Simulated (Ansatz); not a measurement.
**What a change of settings does to a run on TePb**

The cell is COD entry 9008696, as deposited and not checked against the literature; nothing was relaxed. The listed cell was then made from it by scaling, straining or moving an atom.

First run: DFT, PBE, all-electron PAW with datasets made for the crystal, scalar-relativistic (Ansatz 0.2.0).

Command: `ansatz run input.yaml --threads 1 --pin off --max-ram 2048MiB --backend cpu --events-out ev --progress --plain --runs-dir out` The run took 12 s on 1 thread of Arm Neoverse V2, on a shared host, peak memory 0.62 GiB.

```yaml
crystal:
  lattice:
    - [0.09681, 3.275405, 3.275405]
    - [3.275405, 0.09681, 3.275405]
    - [3.275405, 3.275405, 0.09681]
  atoms:
    - { symbol: Te, position: [0.5, 0.5, 0.5] }
    - { symbol: Pb, position: [0.0, 0.0, 0.0] }
kpoints:
  mp_grid: { grid: [10, 10, 10] }
scf:
  occupations: { method: fermi_dirac, width: 0.03 }
hamiltonian:
  xc: pbe
  pseudopotentials: { kind: all_electron, datasets: crystal }
output:
  forces: true
  stress: true
  eigenvalues: true
  efg: { contact_densities: true }
```

Result: converged; pressure 2.33 GPa; gap on the k mesh 0.39 eV; 7 SCF iterations.

Spin–orbit coupling is left out, though it moves levels of the heavy atoms by tenths of an eV or more.

The input is then changed:

```diff
@@ -5,10 +5,10 @@
     - [3.275405, 3.275405, 0.09681]
   atoms:
-    - { symbol: Te, position: [0.5, 0.5, 0.5] }
-    - { symbol: Pb, position: [0.0, 0.0, 0.0] }
+    - { symbol: Te, position: [0.5, 0.5, 0.5], spin: 0.2 }
+    - { symbol: Pb, position: [0.0, 0.0, 0.0], spin: 0.2 }
 kpoints:
   mp_grid: { grid: [10, 10, 10] }
 scf:
-  occupations: { method: fermi_dirac, width: 0.03 }
+  occupations: { method: cold, width: 0.01 }
 hamiltonian:
   xc: pbe
@@ -19,3 +19,5 @@
   eigenvalues: true
   efg: { contact_densities: true }
+magnetization:
+  spin_polarized: true
```

Q: What does the second run give?

A: It converged; pressure 2.33 GPa; moment 0.00 μB; 7 SCF iterations.

The results part of its log:

```
WARN: the starting moments were not kept: the SCF closed with an absolute magnetisation of 1.8e-8 μB, where they sum to 0.4 μB in size (2 sites). That is at most 0.1 of that sum. Measured as dr2_m measures the in/out step, that magnetisation stands 2.1e-17 eV from none, at or under the dr2_threshold of 6.2e-8 eV: it is no larger than a step whose dr2_m would equal this threshold. The system may hold no moment; this SCF shows only that its start led to no more than that. This SCF took its magnetisation from a saved state (the deck's checkpoint.read, a session's seed or a resume), or from the single point or search that the run made first, and not from the starting moments. Where the run's atoms have moved since that state, how it is taken is a key of its own (checkpoint.density_extrapolation: follow_atoms, where typed, takes the whole of its magnetisation to them with its atoms, but for some exceptions; the density_extrapolation keyword of a session's seed is the same key). To be rid of a resumed run's state, run its deck in a fresh run directory. To be rid of the state of a single point that the run made first, give starting moments in the input or, where a deck that gives them still makes one, type scf.lower_state_search: off. To try another start, run it without that state. A second SCF, from the converged charge density, with the starting moments and any scf.initial_density.shell_occupations laid on it anew, would have followed, and was not run: the deck does not ask for one (magnetization.retry_lost_moments is false, the default). To let it run, set magnetization.retry_lost_moments: true and run the deck again, where that key's refused combinations let it; where memory then withholds it, that run's warning says so.
SCF 1 converged in 7 iterations: F = -752951.745122 eV  dr2 = 6.56e-9
  Residual-converged pass: ⟨swp⟩=3.0  Hψ=7859  notcnv=0  max |occ|·‖R‖ = 5.1e-6 eV (tolerance 5.3e-6 eV)  dr2=7.34e-9  dr2_m=6.68e-17  dr2_onsite=1.58e-8  max |Δocc| = 1.6e-170
  greatest PAW one-centre occupation: 0.997 electrons in one spin orbital (limit 2), on the Te atom at site 0 (counted from 0), in its partial waves of l = 2
this state was not tested for a lower state beside it, because cold or Methfessel-Paxton smearing, or corrected tetrahedra, fill the levels in a way that the test cannot read (fill_not_monotonic; see scf.lower_state_search)
SCF converged after 7 iterations
Magnetization: 0.0000 μB (15.0000 up, 15.0000 down)
Absolute magnetization: 0.0000 μB (∫|ρ↑−ρ↓|)
Spin contamination: 0.0060 ħ² per cell (⟨S²⟩ above its minimum at these occupations)
Per-site moments (μB) at R_I (Å): [(6.408977528906931e-9, 1.3314369722506612), (-2.47051875664548e-9, 1.3314369722506612)]
Free energy (F): -752951.745122 eV
Harris-Foulkes:  -752951.745122 eV  (|F-HF|=3.73e-9)
Internal energy: -752951.745122 eV  (E = F + TS)
E sigma→0 (E₀):  -752951.745122 eV
Past the cutoff: the bands carry plane waves up to 1.75 times it, of which those up to 1.5 times it add -0.000253 eV an atom, each by itself; the spheres take 0.000523 eV an atom off the energy for waves past 1.75 times it
By the cutoff:   a pressure is off by up to 0.007 GPa (1.2 times the spheres' own share and the shells' term, over an atom's volume, and 0.004 GPa: a bound that held against runs at twice the plane waves)
Past the cutoffs: a stress includes 0.0006 GPa for waves and charges beyond them, in addition to the slope of what the spheres take
In the spheres:  the bands' charges fall short by 9.2e-7 e at most (sound up to 1e-3)
Fermi energy:    12.311348 eV
Step filling:    the computed levels leave a gap of 0.3899 eV = 39.0 smearing widths at the electron count; against every level under it full and every level over it empty, smearing changes F+E_penalty+E_count by +9.33e-172 meV and its σ→0 estimate by -5.26e-168 meV
--- Per-component energies (eV) ---
  The terms above E_closure are by the made datasets' own strengths, without shells solved beside the bands.
--- Forces (eV/Å), atoms counted from 1 ---
  atom   1  Te    -0.00000000     0.00000000     0.00000000
  atom   2  Pb     0.00000000    -0.00000000    -0.00000000
  max |Σ_I F_I| component: 8.41e-30 eV/Å
--- Stress (GPa, compression-positive) ---
        2.325504      -0.444533      -0.444533
       -0.444533       2.325504      -0.444533
       -0.444533      -0.444533       2.325504
  P = ⅓ Tr σ = 2.3255 GPa (23.255 kbar)
--- PAW observables at the nuclei: V_zz in 10²¹ V/m², potentials from the cell's mean, atoms counted from 1 ---
  atom   1  Te V_zz =    +3.400622   η = 0.0000   by run symmetry: allowed
            electrostatic potential = -8649.365736 V   contact ρ = 1468574.576656 e/Å³   contact ρ_s (e/Å³): all electrons -0.000001, valence -0.000000
  atom   2  Pb V_zz =    -0.496788   η = 0.0000   by run symmetry: allowed
            electrostatic potential = -17478.550406 V   contact ρ = 16521487.285380 e/Å³   contact ρ_s (e/Å³): all electrons +0.000001, valence +0.000001
--- Band table (eV; the first three rows and the last of 232) ---
  k-point 0 ↑: bands = ["-24.2709", "-24.2709", "-24.2692", "-24.2600", "-24.2600", "-4.8399", "-4.8399", "-4.8282", "-4.8281", "-4.8281", "-0.1504", "6.3101", "10.2751", "10.6748", "10.6748", "15.9540", "15.9540", "16.0758"]
  k-point 1 ↑: bands = ["-24.2709", "-24.2709", "-24.2692", "-24.2600", "-24.2599", "-4.8413", "-4.8397", "-4.8283", "-4.8279", "-4.8265", "-0.0625", "6.0303", "10.3314", "10.6915", "10.7937", "15.3908", "15.5485", "15.6330"]
  k-point 2 ↑: bands = ["-24.2709", "-24.2709", "-24.2690", "-24.2599", "-24.2597", "-4.8456", "-4.8413", "-4.8284", "-4.8249", "-4.8221", "0.1948", "5.3392", "10.4482", "10.7472", "11.0790", "14.3994", "14.7481", "14.7755"]
  k-point 115 ↓: bands = ["-24.2706", "-24.2706", "-24.2689", "-24.2598", "-24.2598", "-4.8551", "-4.8551", "-4.8242", "-4.8136", "-4.8136", "1.2261", "3.1957", "11.1382", "11.1382", "12.1094", "12.8561", "13.3691", "13.3691"]
```
